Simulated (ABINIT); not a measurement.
# Rh (Fm-3m) in ABINIT: notebook

Aim: see how the results for Rh move with the level of theory and the settings. Levels: PBE, PW91+D3(BJ), LDA. Tasks: equation of state, band structure.

Everything below comes from runs of ABINIT 10.8.3 (patched build). Logs are shortened: lines on timing, memory, paths and dates and some standing lists are left out, and cuts for length are marked. The log counts tension as positive stress, the text compression.

**Measured values to compare with.**

“Thermal equation of state of rhodium characterized by XRD in a resistively heated diamond anvil cell”, 2024, pmc:11535440 quotes, for a bulk crystal of Rh: bulk modulus 264 ± 1 GPa.

The results are compared with them further down.

## Step 1: Starting point

It takes space group Fm-3m (No. 225, cubic). The conventional cell has a = 3.796 Å, b = 3.796 Å, c = 3.796 Å, α = 90.00°, β = 90.00°, γ = 90.00°. Around Rh (site symmetry m-3m) lie 12 Rh at 2.68 Å.

## Step 2: Equation of state, PBE

Input file run.abi:

```
# Datasets: one volume each
ndtset 7
getwfk -1
scalecart1 3*0.9795861087
scalecart2 3*0.9864848297
scalecart3 3*0.9932883884
scalecart4 3*1.0000000000
scalecart5 3*1.0066227096
scalecart6 3*1.0131594038
scalecart7 3*1.0196128224

# Pseudopotentials
pp_dirpath "./"
pseudos "Rh.GGA_PBE-JTH.xml"

# Structure
acell 3*1.0 Angstrom
rprim
     0.0000000000     1.8978500000     1.8978500000
     1.8978500000     0.0000000000     1.8978500000
     1.8978500000     1.8978500000     0.0000000000
ntypat 1
znucl 45
natom 1
typat 1
xred
     0.0000000000     0.0000000000     0.0000000000

# Plane-wave basis
ecut 13.0
pawecutdg 26.0

# k points
kptopt 1
ngkpt 12 12 12
nshiftk 1
shiftk 0.0 0.0 0.0

# Exchange and correlation
ixc 11

# Bands and occupations
nband 13
occopt 3
tsmear 0.05 eV

# SCF cycle
nstep 100
tolvrs 1.0e-9

# Output
iomode 3
prtwf 1
prtden 0
prteig 0
prtebands 0
enunit 1
```

Potentials or basis: JTH PAW PBE v2.0.

Command:

```sh
$ abinit run.abi > log 2>&1
```

run.abo:

```text
.Version 10.8.3 of ABINIT
 DATASET    1 : space group Fm -3 m (#225); Bravais cF (face-center cubic)
================================================================================
 Values of the parameters that define the memory need for DATASET  1.
     intxc =       0    ionmov =       0      iscf =      17    lmnmax =      18
     lnmax =       6     mgfft =      18  mpssoang =       3    mqgrid =    3001
     natom =       1  nloc_mem =       2    nspden =       1   nspinor =       1
    nsppol =       1      nsym =      48    n1xccc =       1    ntypat =       1
    occopt =       3   xclevel =       2
       mpw =         202          nfft =        5832          nkpt =          72
 PAW method is used; the additional fine FFT grid is defined by:
   mgfftf=        24    nfftf =     13824
================================================================================
================================================================================
[... 71 lines left out ...]
 DATASET    7 : space group Fm -3 m (#225); Bravais cF (face-center cubic)
================================================================================
 Values of the parameters that define the memory need for DATASET  7.
     intxc =       0    ionmov =       0      iscf =      17    lmnmax =      18
     lnmax =       6     mgfft =      18  mpssoang =       3    mqgrid =    3001
     natom =       1  nloc_mem =       2    nspden =       1   nspinor =       1
    nsppol =       1      nsym =      48    n1xccc =       1    ntypat =       1
    occopt =       3   xclevel =       2
       mpw =         226          nfft =        5832          nkpt =          72
 PAW method is used; the additional fine FFT grid is defined by:
   mgfftf=        24    nfftf =     13824
================================================================================
================================================================================

--------------------------------------------------------------------------------
------------- Echo of variables that govern the present computation ------------
--------------------------------------------------------------------------------
 -outvars: echo values of preprocessed input variables --------
            acell      1.8897261259E+00  1.8897261259E+00  1.8897261259E+00 Bohr
              amu      1.02905500E+02
             ecut      1.30000000E+01 Hartree
           enunit           1
           getwfk          -1
                       outvar_i_n : Printing only first  50 k-points.
              ixc          11
           jdtset        1    2    3    4    5    6    7
                       outvar_i_n : Printing only first  50 k-points.
         kptrlatt       12    0    0      0   12    0      0    0   12
          kptrlen1     5.96210490E+01
          kptrlen2     6.00409294E+01
          kptrlen3     6.04550179E+01
          kptrlen4     6.08635101E+01
          kptrlen5     6.12665915E+01
          kptrlen6     6.16644376E+01
          kptrlen7     6.20572153E+01
            natom           1
            nband          13
           ndtset           7
            ngfft          18      18      18
          ngfftdg          24      24      24
             nkpt          72
            nstep         100
             nsym          48
           ntypat           1
                       prtocc : prtvol=0, do not print more k-points.
           occopt           3
        pawecutdg      2.60000000E+01 Hartree
         pawxcdev           0
           prtden           0
        prtebands           0
           prteig           0
            rprim1     0.0000000000E+00  1.8591074964E+00  1.8591074964E+00
                       1.8591074964E+00  0.0000000000E+00  1.8591074964E+00
                       1.8591074964E+00  1.8591074964E+00  0.0000000000E+00
            rprim2     0.0000000000E+00  1.8722002340E+00  1.8722002340E+00
                       1.8722002340E+00  0.0000000000E+00  1.8722002340E+00
                       1.8722002340E+00  1.8722002340E+00  0.0000000000E+00
            rprim3     0.0000000000E+00  1.8851123679E+00  1.8851123679E+00
                       1.8851123679E+00  0.0000000000E+00  1.8851123679E+00
                       1.8851123679E+00  1.8851123679E+00  0.0000000000E+00
            rprim4     0.0000000000E+00  1.8978500000E+00  1.8978500000E+00
                       1.8978500000E+00  0.0000000000E+00  1.8978500000E+00
                       1.8978500000E+00  1.8978500000E+00  0.0000000000E+00
            rprim5     0.0000000000E+00  1.9104189094E+00  1.9104189094E+00
                       1.9104189094E+00  0.0000000000E+00  1.9104189094E+00
                       1.9104189094E+00  1.9104189094E+00  0.0000000000E+00
            rprim6     0.0000000000E+00  1.9228245745E+00  1.9228245745E+00
                       1.9228245745E+00  0.0000000000E+00  1.9228245745E+00
                       1.9228245745E+00  1.9228245745E+00  0.0000000000E+00
            rprim7     0.0000000000E+00  1.9350721950E+00  1.9350721950E+00
                       1.9350721950E+00  0.0000000000E+00  1.9350721950E+00
                       1.9350721950E+00  1.9350721950E+00  0.0000000000E+00
          spgroup         225
           tolvrs      1.00000000E-09
           tsmear      1.83746611E-03 Hartree
            typat      1
           useylm           1
                       outvars : Printing only first  50 k-points.
            znucl       45.00000

================================================================================

 chkinp: Checking input parameters for consistency, jdtset=   1.

 chkinp: Checking input parameters for consistency, jdtset=   2.
[... 35 lines left out ...]
 getcut: wavevector=  0.0000  0.0000  0.0000  ngfft=  18  18  18
         ecut(hartree)=     13.000   => boxcut(ratio)=   2.23900

 getcut : COMMENT -
  Note that boxcut > 2.2 ; recall that boxcut=Gcut(box)/Gcut(sphere) = 2
  is sufficient for exact treatment of convolution.
  Such a large boxcut is a waste : you could raise ecut
  e.g. ecut=   16.292609 Hartrees makes boxcut=2

 Fine grid specifications (used for densities):

 getcut: wavevector=  0.0000  0.0000  0.0000  ngfft=  24  24  24
         ecut(hartree)=     26.000   => boxcut(ratio)=   2.10446

--- Pseudopotential description ------------------------------------------------
- pspini: atom type   1  psp file is ./Rh.GGA_PBE-JTH.xml
 Pseudopotential format is: paw10
 basis_size (lnmax)=  6 (lmn_size= 18), orbitals=   0   0   1   1   2   2
 Spheres core radius: rc_sph= 2.21251062
 Shapefunction is SIN type: shapef(r)=[sin(pi*r/rshp)/(pi*r/rshp)]**2
 Radius for shape functions =  2.00372819
 Compensation charge density is not taken into account in XC energy/potential

   3.74318991E+02                                ecore*ucvol(ha*bohr**3)
--------------------------------------------------------------------------------

[... 162 lines left out ...]
 getcut: wavevector=  0.0000  0.0000  0.0000  ngfft=  18  18  18
         ecut(hartree)=     13.000   => boxcut(ratio)=   2.22334

 getcut : COMMENT -
  Note that boxcut > 2.2 ; recall that boxcut=Gcut(box)/Gcut(sphere) = 2
  is sufficient for exact treatment of convolution.
  Such a large boxcut is a waste : you could raise ecut
  e.g. ecut=   16.065529 Hartrees makes boxcut=2

 Fine grid specifications (used for densities):

 getcut: wavevector=  0.0000  0.0000  0.0000  ngfft=  24  24  24
         ecut(hartree)=     26.000   => boxcut(ratio)=   2.08974
--------------------------------------------------------------------------------
[... 164 lines left out ...]
 getcut: wavevector=  0.0000  0.0000  0.0000  ngfft=  18  18  18
         ecut(hartree)=     13.000   => boxcut(ratio)=   2.20811

 getcut : COMMENT -
  Note that boxcut > 2.2 ; recall that boxcut=Gcut(box)/Gcut(sphere) = 2
  is sufficient for exact treatment of convolution.
  Such a large boxcut is a waste : you could raise ecut
  e.g. ecut=   15.846200 Hartrees makes boxcut=2

 Fine grid specifications (used for densities):

 getcut: wavevector=  0.0000  0.0000  0.0000  ngfft=  24  24  24
         ecut(hartree)=     26.000   => boxcut(ratio)=   2.07543
--------------------------------------------------------------------------------
[... 821 lines left out ...]
-Cartesian components of stress tensor (GPa)         [Pressure= -8.7098E+00 GPa]
- sigma(1 1)=  8.70982623E+00  sigma(3 2)=  0.00000000E+00
- sigma(2 2)=  8.70982623E+00  sigma(3 1)=  0.00000000E+00
- sigma(3 3)=  8.70982623E+00  sigma(2 1)=  0.00000000E+00

== END DATASET(S) ==============================================================
================================================================================

 -outvars: echo values of variables after computation  --------
            acell      1.8897261259E+00  1.8897261259E+00  1.8897261259E+00 Bohr
           etotal1    -1.1141566304E+02
           etotal2    -1.1141726449E+02
           etotal3    -1.1141836092E+02
           etotal4    -1.1141904998E+02
           etotal5    -1.1141935352E+02
           etotal6    -1.1141932522E+02
           etotal7    -1.1141900215E+02
            fcart1    -0.0000000000E+00 -0.0000000000E+00 -0.0000000000E+00
            fcart2    -0.0000000000E+00 -0.0000000000E+00 -0.0000000000E+00
            fcart3    -0.0000000000E+00 -0.0000000000E+00 -0.0000000000E+00
            fcart4    -0.0000000000E+00 -0.0000000000E+00 -0.0000000000E+00
            fcart5    -0.0000000000E+00 -0.0000000000E+00 -0.0000000000E+00
            fcart6    -0.0000000000E+00 -0.0000000000E+00 -0.0000000000E+00
            fcart7    -0.0000000000E+00 -0.0000000000E+00 -0.0000000000E+00
            rprim1     0.0000000000E+00  1.8591074964E+00  1.8591074964E+00
                       1.8591074964E+00  0.0000000000E+00  1.8591074964E+00
                       1.8591074964E+00  1.8591074964E+00  0.0000000000E+00
[... 17 lines left out ...]
                       1.9350721950E+00  1.9350721950E+00  0.0000000000E+00
           strten1    -9.4087304732E-04 -9.4087304732E-04 -9.4087304732E-04
                       0.0000000000E+00  0.0000000000E+00  0.0000000000E+00
           strten2    -6.6459490364E-04 -6.6459490364E-04 -6.6459490364E-04
                       0.0000000000E+00  0.0000000000E+00  0.0000000000E+00
           strten3    -4.1746815015E-04 -4.1746815015E-04 -4.1746815015E-04
                       0.0000000000E+00  0.0000000000E+00  0.0000000000E+00
           strten4    -2.0742908406E-04 -2.0742908406E-04 -2.0742908406E-04
                       0.0000000000E+00  0.0000000000E+00  0.0000000000E+00
           strten5    -2.0704625193E-05 -2.0704625193E-05 -2.0704625193E-05
                       0.0000000000E+00  0.0000000000E+00  0.0000000000E+00
           strten6     1.4721071817E-04  1.4721071817E-04  1.4721071817E-04
                       0.0000000000E+00  0.0000000000E+00  0.0000000000E+00
           strten7     2.9604097642E-04  2.9604097642E-04  2.9604097642E-04
                       0.0000000000E+00  0.0000000000E+00  0.0000000000E+00
 Calculation completed.
```

It took 41 s on 1 thread of Arm Neoverse V1, shared host; peak memory 0.12 GiB.

Results:

```yaml
Equilibrium_volume: 14.06 Å³/atom
Bulk_modulus: 259 GPa
Pressure_derivative_of_the_bulk_modulus: "5.5 (rough: it moves with the points fitted)"
```

Energy against volume, from the lowest point:
| volume (Å³/atom) | energy (meV/atom) |
| --- | --- |
| 12.851 | 100.42 |
| 13.125 | 56.85 |
| 13.398 | 27.01 |
| 13.671 | 8.26 |
| 13.945 | 0.00 |
| 14.218 | 0.77 |
| 14.492 | 9.56 |

Caveat: pressures at fixed basis lie under the slope of the energies. PBE usually gives volumes a little too large and moduli too small.

## Step 3: Equation of state, PW91+D3(BJ)

Input file run.py:

```python
import json, os
import numpy as np
from ase.eos import EquationOfState
from ase.units import GPa
from ase.calculators.mixing import SumCalculator
from dftd3.ase import DFTD3
from ase.calculators.abinit import Abinit, AbinitProfile
from ase import Atoms

atoms = Atoms(['Rh'],
              cell=[[0.0, 1.89785, 1.89785], [1.89785, 0.0, 1.89785], [1.89785, 1.89785, 0.0]],
              scaled_positions=[[0.0, 0.0, 0.0]],
              pbc=True)

profile = AbinitProfile(command='abinit', pp_paths=[os.path.abspath('pseudos')])
params = dict(
    pps='pawxml', xc='PBE',
    ecut=435.3822,
    pawecutdg=870.7644,
    kptopt=1,
    ngkpt=[12, 12, 12],
    nshiftk=1,
    shiftk=[0.0, 0.0, 0.0],
    ixc=-109134,
    nband=13,
    occopt=3,
    tsmear=0.05,
    nstep=100,
    tolvrs=1e-09,
    prtwf=0,
    prtden=0,
)

cell0 = atoms.cell.copy()
volumes, energies = [], []
for i, x in enumerate([0.94, 0.96, 0.98, 1.0, 1.02, 1.04, 1.06]):
    atoms.set_cell(cell0 * x ** (1 / 3), scale_atoms=True)
    atoms.calc = SumCalculator([Abinit(profile=profile, directory=f'v{i}', **params), DFTD3(method='pw91', damping='d3bj')])
    volumes.append(atoms.get_volume() / len(atoms))
    dft, disp = atoms.calc.mixer.calcs
    energies.append((dft.get_property('free_energy', atoms) + disp.get_property('energy', atoms)) / len(atoms))
    print(f'{x:5.2f} {volumes[-1]:10.5f} A^3/atom {energies[-1]:14.6f} eV/atom', flush=True)
    json.dump(dict(volumes=volumes, energies=energies), open('results.json', 'w'))
v0, e0, b0 = EquationOfState(volumes, energies, eos='sjeos').fit()
print(f'V0 {v0:.4f} A^3/atom  E0 {e0:.6f} eV/atom  B0 {b0 / GPa:.2f} GPa')
```

Potentials or basis: JTH PAW PBE v2.0.

Command:

```sh
$ python run.py
```

Output:

```text
0.94   12.85119 A^3/atom   -3034.752640 eV/atom
 0.96   13.12462 A^3/atom   -3034.786016 eV/atom
 0.98   13.39805 A^3/atom   -3034.806715 eV/atom
 1.00   13.67148 A^3/atom   -3034.816052 eV/atom
 1.02   13.94491 A^3/atom   -3034.816028 eV/atom
 1.04   14.21834 A^3/atom   -3034.809208 eV/atom
 1.06   14.49177 A^3/atom   -3034.792385 eV/atom
V0 13.8136 A^3/atom  E0 -3034.817579 eV/atom  B0 265.58 GPa
```

abinit.in:

```text
ecut 435.3822 eV
ixc -109134
kptopt 1
natom 1
nband 13
ngkpt
12 12 12
nshiftk 1
nsppol 1
nstep 100
occopt 3
pawecutdg 870.7644 eV
prtden 0
prtwf 0
shiftk
0.0 0.0 0.0
tolvrs 1e-09
tsmear 0.05 eV
#Definition of the unit cell
acell
1.00000000000000 1.00000000000000 1.00000000000000 Angstrom
rprim
0.00000000000000 1.93507219503400 1.93507219503400
1.93507219503400 0.00000000000000 1.93507219503400
1.93507219503400 1.93507219503400 0.00000000000000
chkprim 0 # Allow non-primitive cells
#Definition of the atom types
ntypat 1
znucl 45
#Enumerate different atomic species
typat
 1
pseudos "./pseudos/Rh.GGA_PBE-JTH.xml"
#Definition of the atoms
xcart
0.00000000000000 0.00000000000000 0.00000000000000
chkexit 1 # abinit.exit file in the running directory terminates after the current SCF
```

abinit.abo:

```text
.Version 10.8.3 of ABINIT
 Symmetries : space group Fm -3 m (#225); Bravais cF (face-center cubic)
================================================================================
 Values of the parameters that define the memory need of the present run
     intxc =       0    ionmov =       0      iscf =      17    lmnmax =      18
[... 245 lines left out ...]
            fcart     -0.0000000000E+00 -0.0000000000E+00 -0.0000000000E+00
            rprim      0.0000000000E+00  1.9350721950E+00  1.9350721950E+00
                       1.9350721950E+00  0.0000000000E+00  1.9350721950E+00
                       1.9350721950E+00  1.9350721950E+00  0.0000000000E+00
           strten      2.5846266368E-04  2.5846266368E-04  2.5846266368E-04
                       0.0000000000E+00  0.0000000000E+00  0.0000000000E+00
 Calculation completed.
```

Wall time 79 s (1 thread of Arm Neoverse V1, shared host); peak memory 0.12 GiB.

What came out:

```
Equilibrium volume : 13.81 Å³/atom (rough: see the caveat)
Bulk modulus       : 265 GPa (rough)
```

Energy against volume, from the lowest point:
| volume (Å³/atom) | energy (meV/atom) |
| --- | --- |
| 12.851 | 63.41 |
| 13.125 | 30.04 |
| 13.398 | 9.34 |
| 13.671 | 0.00 |
| 13.945 | 0.02 |
| 14.218 | 6.84 |
| 14.492 | 23.67 |

Caveat: pressures at fixed basis lie under the slope of the energies; the fit is doubtful: noisy points or a state that changes with volume; the log and the count of SCF iterations are those of the last ABINIT call alone; the PAW data sets were made with another functional, which shifts forces and pressure a little.

(Part 1 of 2 ends here.)
